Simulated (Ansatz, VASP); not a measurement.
## Ba in VASP and in Ansatz

```
Ba
1.0
     4.11386    0.00000    0.00000
    -2.05693    3.56271    0.00000
     0.00000    0.00000    6.62027
Ba
2
Direct
  0.33333 0.66667 0.25000
  0.66667 0.33333 0.75000
```

Alike in both runs: functional PBE; k mesh 10 × 10 × 6; occupations fermi-dirac, width 0.1 eV; no spin polarisation.

Ansatz relaxed the structure, and its values are those at the end. VASP's run is a single point on that final structure, the one shown.

```csv
,VASP,Ansatz
version,VASP 6.6.1,Ansatz 0.2.0
potentials or method,"VASP PAW PBE potentials, release 64 (Ba_sv)","PAW with Ansatz's default frozen-core files, scalar-relativistic"
plane-wave cutoff (eV),520,420
valence electrons in the cell,20,20
```

```csv
,VASP,Ansatz,Ansatz less VASP
pressure (GPa),3.3,3.1,-0.22
```

Spin-orbit coupling is left out, which matters for the levels of Ba.
